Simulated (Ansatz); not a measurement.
Co:

```
Co
1.0
     2.47056    0.00000    0.00000
    -1.23528    2.13957    0.00000
     0.00000    0.00000    8.08823
Co
4
Cartesian
  1.2353 0.7132 6.0662
  0.0000 0.0000 4.0441
  0.0000 1.4264 2.0221
  0.0000 0.0000 0.0000
```

Base run:

* Program: Ansatz 0.2.0
* Functional: PBEsol
* Potentials or basis: Ansatz PAW
* Cutoff: 420 eV (not typed: the program's choice for these potentials)
* k mesh: 10 × 10 × 3
* Occupations: fermi-dirac, width 0.05 eV
* Spin: collinear spin, ferromagnetic start
* Starting moments: [1.0, 1.0, 1.0, 1.0] μB
* Fixed moment: 4 μB

Its results: pressure -13.4 GPa; site moments Co +0.82, +1.28 μB.

After a change of settings the same cell gave: pressure 17.2 GPa; site moments Co +2.42, +2.41 μB. Which change was it?
A. fixed moment from 4 μB to 10 μB; moments at the start from [1.0, 1.0, 1.0, 1.0] to [2.5, 2.5, 2.5, 2.5]
B. fixed moment from 4 μB to 16 μB; moments at the start from [1.0, 1.0, 1.0, 1.0] to [4.0, 4.0, 4.0, 4.0]
C. fixed moment from 4 μB to 12 μB; moments at the start from [1.0, 1.0, 1.0, 1.0] to [3.0, 3.0, 3.0, 3.0]
D. fixed moment from 4 μB to 8 μB; moments at the start from [1.0, 1.0, 1.0, 1.0] to [2.0, 2.0, 2.0, 2.0]

A.

Caveats: the total moment is fixed, so each spin has its own Fermi level; the PAW data sets come from PBE, with cores solved anew for the run's functional, which leaves a small shift of forces and pressure; the thresholds are loose for stress.
